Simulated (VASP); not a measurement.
Write the native input for VASP 6.6.1 that does the following.

```yaml
Task: band structure
Functional: r2SCAN
Potentials_or_basis: VASP PAW PBE potentials, release 64 (Al, N)
Cutoff: 520 eV
k_mesh: 12 × 12 × 5
Occupations: gaussian, width 0.03 eV
Spin: no spin polarisation
Further_INCAR_settings: ALGO = Normal; EDIFF = 1e-06; NBANDS = 16
```

The structure of AlN lies in POSCAR:

```
AlN                                     
1.0
    3.1128054197      0.0000000000      0.0000000000
   -1.5564027149      2.6957685691      0.0000000000
    0.0000000000      0.0000000000      4.9828442801
  Al              N             
     2     2
Direct
     0.3333333300000021    0.6666666699999979    0.9965264876574235
     0.6666666699999979    0.3333333300000021    0.4965264876574234
     0.3333333300000021    0.6666666699999979    0.3784735123425766
     0.6666666699999979    0.3333333300000021    0.8784735123425765
```

The cell was built by a generator and needn't be a form met in nature.

The input as run:

INCAR

```
PREC = Accurate ; ENCUT = 520
EDIFF = 1E-6 ; ISMEAR = 0
SIGMA = 0.03 ; LREAL = F
LASPH = T ; NELM = 80
ALGO = Normal ; ISIF = 2
LWAVE = F ; LCHARG = F
METAGGA = R2SCAN ; LMIXTAU = T
NBANDS = 16
```

KPOINTS

```
Automatic mesh
0
Gamma
  12 12 5
```

KPOINTS_OPT

```
explicit points
141
Reciprocal
 0.0000000000  0.0000000000  0.0000000000 1
 0.0357142857  0.0000000000  0.0000000000 1
 0.0714285714  0.0000000000  0.0000000000 1
 0.1071428571  0.0000000000  0.0000000000 1
 0.1428571429  0.0000000000  0.0000000000 1
 0.1785714286  0.0000000000  0.0000000000 1
[... 133 lines left out ...]
 0.5000000000  0.0000000000  0.5000000000 1
 0.5000000000  0.0000000000  0.0000000000 1
```

Potentials or basis: VASP PAW PBE potentials, release 64 (Al, N).

Run with:

```sh
$ cat potpaw_PBE.64/Al/POTCAR potpaw_PBE.64/N/POTCAR > POTCAR
$ mpirun -np 1 vasp_std > vasp.out
```

It gave:

```
Pressure                : -1.4 GPa
Largest force           : 0.011 eV/Å
Band gap on the k mesh  : 4.87 eV, direct
Band gap along the path : 4.87 eV, direct
```

Caveat: the PAW data sets were made with another functional, which shifts forces and pressure a little.

It took 2.6 min on 1 thread of Intel(R) Xeon(R) Platinum 8488C (Sapphire Rapids) (shared host), peak memory 0.2 GiB.
